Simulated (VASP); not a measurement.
Write the native input for VASP 6.6.1 that does the following.

| Quantity | Value |
| --- | --- |
| Task | relaxation of cell and atoms |
| Functional | PBE |
| Dispersion | D3(BJ) |
| Potentials or basis | VASP PAW PBE potentials, release 64 (W_sv) |
| Cutoff | 600 eV |
| k mesh | 16 × 16 × 16 |
| Occupations | methfessel-paxton, width 0.1 eV |
| Spin | no spin polarisation |
| Further INCAR settings | ALGO = Normal; EDIFF = 1e-06; IBRION = 2; EDIFFG = -0.01; NSW = 90; ISIF = 3 |

The structure of W lies in POSCAR:

```
W
1.0
   -1.5823450000      1.5823450000      1.5823450000
    1.5823450000     -1.5823450000      1.5823450000
    1.5823450000      1.5823450000     -1.5823450000
W
1
Direct
    0.0000000000      0.0000000000      0.0000000000
```

The input as run:

INCAR

```
ALGO     = Normal         # electronic algorithm
EDIFF    = 1E-6           # SCF threshold, eV
EDIFFG   = -0.01          # ionic threshold
ENCUT    = 600            # plane-wave cutoff, eV
GGA      = PE             # functional
IBRION   = 2              # ionic algorithm
ISIF     = 3              # what is computed and relaxed
ISMEAR   = 1              # smearing method
IVDW     = 12             # dispersion correction
LASPH    = T              # aspherical terms in the spheres
LCHARG   = F              # write CHGCAR
LREAL    = F              # projectors in reciprocal space
LWAVE    = F              # write WAVECAR
NELM     = 80             # most SCF steps
NSW      = 90             # ionic steps
PREC     = Accurate       # precision mode
SIGMA    = 0.1            # smearing width, eV
```

KPOINTS

```
k-points
0
Gamma
  16 16 16
```

Potentials or basis: VASP PAW PBE potentials, release 64 (W_sv).

The run is started by

```sh
$ cat potpaw_PBE.64/W_sv/POTCAR > POTCAR
$ mpirun -np 1 vasp_std > vasp.out
```

It gave:

| Item | Value |
| --- | --- |
| Relaxed volume | 15.78 Å³/atom |
| Relaxed cell | a = 2.737 Å, b = 2.737 Å, c = 2.737 Å, α = 109.47°, β = 109.47°, γ = 109.47° |
| Space group after relaxing (to 0.05 Å) | Im-3m (No. 229) |
| Energy gained by relaxing | 0.3 meV/atom |
| Ionic steps | 3 |
| Pressure after relaxing | 0.0 GPa |
| Band gap on the k mesh | none (metal or under the smearing width) |
| Dispersion energy per atom | -0.699 eV |

Caveat: pairwise dispersion overbinds metals, which lowers pressure and volume.

Run time: 22 s on 1 thread of Intel(R) Xeon(R) Platinum 8488C (Sapphire Rapids) (shared host), peak memory 0.17 GiB.
